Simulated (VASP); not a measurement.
Be2C: band structure with HSE06

Be2C:

```
CELL_PARAMETERS angstrom
0.00000 2.16500 2.16500
2.16500 0.00000 2.16500
2.16500 2.16500 0.00000
ATOMIC_POSITIONS crystal
C 0.00000 0.00000 0.00000
Be 0.75000 0.75000 0.75000
Be 0.25000 0.25000 0.25000
```

```json
{"Program": "VASP 6.6.1", "Task": "band structure", "Functional": "HSE06", "Potentials or basis": "VASP PAW PBE potentials, release 64 (C, Be)", "Cutoff": "520 eV", "k mesh": "8 × 8 × 8", "Occupations": "gaussian, width 0.02 eV", "Spin": "no spin polarisation", "Ladder": "free", "Grid for exact exchange (PRECFOCK)": "Fast", "Screening parameter": "0.2 1/A", "Further INCAR settings": "ALGO = Normal; EDIFF = 1e-07"}
```

The pressure is -3.2 GPa and the band gap on the k mesh is 1.91 eV, indirect (least direct gap 5.13 eV). The band gap along the path is 1.91 eV, indirect (least direct gap 5.13 eV).

Levels at the corners of the path, in eV from the valence-band top:
```
point  band 1  band 2  band 3  band 4  band 5  band 6  band 7  band 8
    Γ  -16.71    0.00    0.00    0.00    5.13    5.13    5.13    8.01
    X  -12.71   -7.56   -5.20   -5.20    1.91    6.76   15.07   15.07
    X  -12.71   -7.56   -5.20   -5.20    1.91    6.76   15.07   15.07
    W  -12.38   -6.81   -6.55   -6.55    6.77    9.47   10.84   10.84
    W  -12.38   -6.81   -6.55   -6.55    6.77    9.47   10.84   10.84
    K  -12.56   -7.51   -7.00   -4.38    4.19    9.53   13.17   13.18
    K  -12.56   -7.51   -7.00   -4.38    4.19    9.53   13.16   13.19
    Γ  -16.71    0.00    0.00    0.00    5.13    5.13    5.13    8.01
    Γ  -16.71    0.00    0.00    0.00    5.13    5.13    5.13    8.01
    L  -13.57   -9.64   -2.02   -2.02    6.04    6.04    8.23   11.22
    L  -13.57   -9.64   -2.02   -2.02    6.04    6.04    8.23   11.22
    U  -12.56   -7.51   -7.00   -4.38    4.19    9.53   13.15   13.19
    U  -12.56   -7.51   -7.00   -4.38    4.19    9.53   13.16   13.18
    W  -12.38   -6.81   -6.55   -6.55    6.77    9.47   10.84   10.84
    W  -12.38   -6.81   -6.55   -6.55    6.77    9.47   10.84   10.84
    L  -13.57   -9.64   -2.02   -2.02    6.04    6.04    8.23   11.22
    L  -13.57   -9.64   -2.02   -2.02    6.04    6.04    8.23   11.22
    K  -12.56   -7.51   -7.00   -4.38    4.19    9.53   13.16   13.18
    U  -12.56   -7.51   -7.00   -4.38    4.19    9.53   13.16   13.18
    X  -12.71   -7.56   -5.20   -5.20    1.91    6.76   15.07   15.07
```

Wall time 5.4 min on 4 MPI ranks on Intel(R) Xeon(R) Platinum 8559C (Emerald Rapids), on a shared host, peak memory 0.29 GiB a rank.

Caveat: the PAW data sets were made with another functional, which shifts forces and pressure a little.
